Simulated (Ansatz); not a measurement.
# Cu (P-1) in Ansatz: convergence with smearing width

Aim: find how far smearing width must go before the results for Cu settle, at PBEsol. This setting moves, with any that are tied to it; all else stays.

Program: Ansatz 0.2.0. These are calculated values, not measurements. Logs are shortened: lines on timing, memory, paths and dates and some standing lists are left out, and cuts for length are marked.

**1. Starting point**

The typed cell holds 1 atom: a = 2.565 Å, b = 2.598 Å, c = 2.506 Å, α = 59.95°, β = 60.31°, γ = 59.68°.

**2. With smearing width 0.3 eV**

Input file input.yaml:

```yaml
crystal:
  lattice:
    - [-0.00442558, 1.78843077, 1.83853466]
    - [1.82290694, -0.01748676, 1.85159583]
    - [1.78281821, 1.76140322, 0.02260197]
  atoms:
    - { symbol: Cu, position: [0.0, 0.0, 0.0] }
hamiltonian:
  xc: pbesol
  pseudopotentials: { kind: paw }
kpoints:
  mp_grid: { grid: [9, 9, 9] }
scf:
  occupations: { method: fermi_dirac, width: 0.3 }
output:
  forces: true
  stress: true
  eigenvalues: true
```

Potentials or basis: Ansatz PAW.

Command:

```bash
$ ansatz run input.yaml --threads 2 --pin off --max-ram 5632MiB --backend cpu --events-out ev --progress --plain --runs-dir out
```

Run time: 2.1 s. Hardware: 2 threads of Arm Neoverse V1, shared host; peak memory 0.33 GiB.

Results:

```
Free energy            : -6588.8098 eV
Pressure               : -5.9 GPa
Band gap on the k mesh : none (metal or under the smearing width)
```

**3. With smearing width 0.2 eV**

Changes to input.yaml since step 2:

```diff
@@ -13,3 +13,3 @@
 scf:
-  occupations: { method: fermi_dirac, width: 0.3 }
+  occupations: { method: fermi_dirac, width: 0.2 }
 output:
```

Potentials or basis: Ansatz PAW.

Command:

```bash
$ ansatz run input.yaml --threads 2 --pin off --max-ram 5632MiB --backend cpu --events-out ev --progress --plain --runs-dir out
```

Run time: 2.1 s. Hardware: 2 threads of Arm Neoverse V1, shared host; peak memory 0.33 GiB.

Results:

| Quantity | Value |
| --- | --- |
| Free energy | -6588.7858 eV |
| Pressure | -6.3 GPa |
| Band gap on the k mesh | none (metal or under the smearing width) |

**4. With smearing width 0.15 eV**

Changes to input.yaml since step 3:

```diff
@@ -13,3 +13,3 @@
 scf:
-  occupations: { method: fermi_dirac, width: 0.2 }
+  occupations: { method: fermi_dirac, width: 0.15 }
 output:
```

Command:

```bash
$ ansatz run input.yaml --threads 2 --pin off --max-ram 5632MiB --backend cpu --events-out ev --progress --plain --runs-dir out
```

Run time: 2.1 s. Hardware: 2 threads of Arm Neoverse V1, shared host; peak memory 0.33 GiB.

Results:

```yaml
Free_energy: -6588.7789 eV
Pressure: -6.3 GPa
Band_gap_on_the_k_mesh: none (metal or under the smearing width)
```

**5. With smearing width 0.1 eV**

Changes to input.yaml since step 4:

```diff
@@ -13,3 +13,3 @@
 scf:
-  occupations: { method: fermi_dirac, width: 0.15 }
+  occupations: { method: fermi_dirac, width: 0.1 }
 output:
```

Command:

```bash
$ ansatz run input.yaml --threads 2 --pin off --max-ram 5632MiB --backend cpu --events-out ev --progress --plain --runs-dir out
```

Wall time 2.1 s (2 threads of Arm Neoverse V1, shared host); peak memory 0.33 GiB.

What came out:

| Quantity | Value |
| --- | --- |
| Free energy | -6588.7743 eV |
| Pressure | -6.3 GPa |
| Band gap on the k mesh | none (metal or under the smearing width) |

**6. With smearing width 0.05 eV**

Changes to input.yaml since step 5:

```diff
@@ -13,3 +13,3 @@
 scf:
-  occupations: { method: fermi_dirac, width: 0.1 }
+  occupations: { method: fermi_dirac, width: 0.05 }
 output:
```

Potentials or basis: Ansatz PAW.

Command:

```bash
$ ansatz run input.yaml --threads 2 --pin off --max-ram 5632MiB --backend cpu --events-out ev --progress --plain --runs-dir out
```

It took 2.2 s on 2 threads of Arm Neoverse V1, shared host; peak memory 0.33 GiB.

Results (log left out):

| Quantity | Value |
| --- | --- |
| Free energy | -6588.7717 eV |
| Pressure | -6.3 GPa |
| Band gap on the k mesh | none (metal or under the smearing width) |

**7. With smearing width 0.025 eV**

Changes to input.yaml since step 6:

```diff
@@ -13,3 +13,3 @@
 scf:
-  occupations: { method: fermi_dirac, width: 0.05 }
+  occupations: { method: fermi_dirac, width: 0.025 }
 output:
```

Command:

```bash
$ ansatz run input.yaml --threads 2 --pin off --max-ram 5632MiB --backend cpu --events-out ev --progress --plain --runs-dir out
```

It took 2.1 s on 2 threads of Arm Neoverse V1, shared host; peak memory 0.33 GiB.

The run converged. Its results:

* Free energy: -6588.7710 eV
* Pressure: -6.2 GPa
* Band gap on the k mesh: none (metal or under the smearing width)

**8. With smearing width 0.01 eV**

Changes to input.yaml since step 7:

```diff
@@ -13,3 +13,3 @@
 scf:
-  occupations: { method: fermi_dirac, width: 0.025 }
+  occupations: { method: fermi_dirac, width: 0.01 }
 output:
```

Command:

```bash
$ ansatz run input.yaml --threads 2 --pin off --max-ram 5632MiB --backend cpu --events-out ev --progress --plain --runs-dir out
```

It took 2.2 s on 2 threads of Arm Neoverse V1, shared host; peak memory 0.33 GiB.

Results (log left out):

```yaml
Free_energy: -6588.7707 eV
Pressure: -6.2 GPa
Band_gap_on_the_k_mesh: none (metal or under the smearing width)
```

**9. With smearing width 0.005 eV**

Changes to input.yaml since step 8:

```diff
@@ -13,3 +13,3 @@
 scf:
-  occupations: { method: fermi_dirac, width: 0.01 }
+  occupations: { method: fermi_dirac, width: 0.005 }
 output:
```

Potentials or basis: Ansatz PAW.

Command:

```bash
$ ansatz run input.yaml --threads 2 --pin off --max-ram 5632MiB --backend cpu --events-out ev --progress --plain --runs-dir out
```

Standard output:

```text
Warning: RAYON_NUM_THREADS=2 ignored (pool sized by the plan → 2); use --threads N
Engine: ansatz 0.2.0, aarch64-unknown-linux-gnu
Pseudopotentials: kind: paw
Pseudopotential: Cu, paw, valence charge 19, recommended cutoff 420 eV (normal), Cu.paw.azcp
Functional definition: PBEsol
  exchange = pbesol_x
  correlation = pbesol_c
Crystal: 1 atoms, lattice volume = 11.805 Å³
Basis set: ecut = 420 eV, 247 PW (Γ), exchange–correlation on 36×36×36 points (8 copies of the dense FFT grid, shifted against one another)
Bands: 14, of which v1, the nominal top of the filled ones, is band 10 counted from 1 (9 counted from 0)
Symmetry: 2 space group operations
Space group: P-1 (ITA 2), of the structure as read, at distance tolerance 2.3e-5 Å
k-points: 365 of 729
Non-local potential: Cu, projectors of the file, l = 0: 3, l = 1: 2, l = 2: 3, l = 3: 1
PAW form: soft (Blöchl's): semilocal exchange-correlation on the pseudo side does not see the compensation charge
PAW frozen core: Cu, regenerated for the run's functional, and the local potential with it (the file was generated under x = pbe(κ = 0.804, μ = 0.2195149727645171), c = pbe(β = 0.06672455060314922))
PAW one-centre angular grid: Cu, 590 points (default); XC on 64 Gauss nodes
Initial density: superposition of atomic densities (neutral atoms: chi_scale 0, normalization atom), corrected by the library's trained network
Initial wavefunctions: pseudopotential atomic-orbital guess
Functional: x = pbesol(κ = 0.804, μ = 0.12345679012345678), c = pbesol(β = 0.046)
SCF iter   1: F=—  HF=-6588.776404 eV  |F-HF|=—  |Δ(HF+E_count)|=         —  Δρ=2.00e-2  dr2=2.44e-2  ethr=1.77e-3  ⟨swp⟩=5.0  Hψ=26259  notcnv=0
preconditioner: auto → none  [insulator: Δε(μ)=0.015 eV  Ē_g=16.927 eV  σ=0.005 eV  W_gap=0.61  n_scr=0 (ndim 8)  ℏωp=35.8 eV  f_vac=0.000  D(μ)=0.39/eV (n_scr^D=0)  ε∞_Penn≈5.5]
SCF iter   2: F=—  HF=-6588.770684 eV  |F-HF|=—  |Δ(HF+E_count)|=   5.72e-3  Δρ=1.00e-3  dr2=5.60e-5  ethr=1.28e-4  ⟨swp⟩=2.9  Hψ=11047  notcnv=0  defer=176
SCF iter   3: F=—  HF=-6588.770664 eV  |F-HF|=—  |Δ(HF+E_count)|=   1.93e-5  Δρ=9.42e-4  dr2=4.09e-5  ethr=2.95e-7  ⟨swp⟩=2.0  Hψ=9887  notcnv=0  defer=176
SCF iter   4: F=—  HF=-6588.770687 eV  |F-HF|=—  |Δ(HF+E_count)|=   2.32e-5  Δρ=5.70e-5  dr2=1.57e-7  ethr=2.15e-7  ⟨swp⟩=1.0  Hψ=4934  notcnv=0  defer=176
iter 5 did not close the SCF: its close was put off for the readings that it lacked (scf_convergence_deferred on its scf_iter line)
SCF iter   5: F=-6588.770687 eV  HF=-6588.770687 eV  |F-HF|=2.46e-10  |Δ(HF+E_count)|=   2.00e-7  Δρ=3.08e-6  dr2=4.78e-10  ethr=8.28e-10  ⟨swp⟩=2.5  Hψ=7847  notcnv=0  defer=176
SCF iter   6: F=-6588.770687 eV  HF=-6588.770687 eV  |F-HF|=4.82e-11  |Δ(HF+E_count)|=  3.18e-11  Δρ=6.32e-7  dr2=1.38e-11  ethr=2.52e-12  ⟨swp⟩=2.9  Hψ=17018  notcnv=0
SCF 1 converged in 6 iterations: F = -6588.770687 eV  dr2 = 1.38e-11
SCF converged after 6 iterations
Free energy (F): -6588.770687 eV
Harris-Foulkes:  -6588.770687 eV  (|F-HF|=4.82e-11)
Internal energy: -6588.770655 eV  (E = F + TS)
E sigma→0 (E₀):  -6588.770671 eV
Entropy (-TS):   -0.000033 eV (-0.033 meV/atom)
Fermi energy:    16.642949 eV
--- Per-component energies (eV) ---
  E_band       = -360.946256
  E_kinetic    = 300.100444
  E_local      = -4049.660920  (includes V_loc(G=0)·N_el)
  E_nonlocal   = 391.563874
  E_hartree    = 1780.951388
  E_xc         = -88.993692
  E_vxc        = -115.346002  (∫ρ·V_xc dr)
  E_paw        = -1626.371463  (= ΣΔE_a)
  E_vpaw       = -449.506846  (= ΣTr[D̂ρ^β])
  E_aug_tail   = 0.000240  (compensation charges beyond the density's cutoff)
  E_ewald      = -3296.566729
  E_core_change = 0.206202  (= ΣΔE_core)
  E_smearing   = -0.000033  (= −TS)
  E_closure    = -0.000000  (closes the sum)
  Σ components = -6588.770687   (vs F -6588.770687, Δ=0.00e0)
--- Forces (eV/Å), atoms counted from 1 ---
  atom   1  Cu     0.00000000     0.00000000     0.00000000
  max |Σ_I F_I| component: 0.00e0 eV/Å
--- Stress (GPa, compression-positive) ---
       -5.809620       2.554126      -1.527924
        2.554126      -4.904116      -0.635390
       -1.527924      -0.635390      -7.982122
  P = ⅓ Tr σ = -6.2320 GPa (-62.320 kbar)
--- Band table (eV; the first three rows and the last of 365) ---
  k-point 0: bands = ["-95.6539", "-53.1207", "-53.1156", "-53.1124", "7.1442", "13.4908", "13.5711", "13.7131", "14.3798", "14.5030", "39.0553", "41.0333", "41.5595", "42.6286"]
  k-point 1: bands = ["-95.6520", "-53.1309", "-53.1195", "-53.1166", "7.6079", "13.5443", "13.6253", "13.6966", "14.3446", "14.4553", "36.8456", "39.4749", "40.1231", "40.4317"]
  k-point 2: bands = ["-95.6473", "-53.1650", "-53.1267", "-53.1216", "8.9208", "13.3974", "13.7165", "13.8178", "14.4054", "14.4565", "31.0427", "38.6455", "38.9754", "39.3134"]
  k-point 364: bands = ["-95.6396", "-53.2212", "-53.1400", "-53.1335", "11.7099", "13.3638", "13.7493", "14.0949", "14.9666", "16.7399", "20.4835", "34.0457", "36.2976", "38.2633"]
```

Run time: 2.2 s. Hardware: 2 threads of Arm Neoverse V1, shared host; peak memory 0.33 GiB.

What came out:

* Free energy: -6588.7707 eV
* Pressure: -6.2 GPa
* Band gap on the k mesh: none (metal or under the smearing width)

**10. Summary**

```tsv
smearing width	energy less the tightest run, at zero smearing (meV/atom)	pressure (GPa)	SCF cycles	CPU time (s)	peak memory (GiB)
0.3 eV	9.30	-5.94	6	3.9	0.33
0.2 eV	1.58	-6.27	6	3.9	0.33
0.15 eV	0.25	-6.32	6	3.9	0.33
0.1 eV	-0.14	-6.32	6	4	0.33
0.05 eV	-0.07	-6.28	6	4.2	0.33
0.025 eV	-0.03	-6.25	6	4	0.33
0.01 eV	-0.01	-6.24	6	4.1	0.33
0.005 eV	0.00	-6.23	6	4.1	0.33
```

Against the tightest run, the energy stays within 1 meV/atom from 0.15 eV on; the pressure stays within 0.1 GPa from 0.2 eV on. Narrower smearing needs a denser k mesh, so at a fixed mesh the narrowest width isn't the most accurate. The tightest run that finished is the yardstick and may itself not be fully converged.

Caveats: the PAW data sets come from PBE, with cores solved anew for the run's functional, which leaves a small shift of forces and pressure.
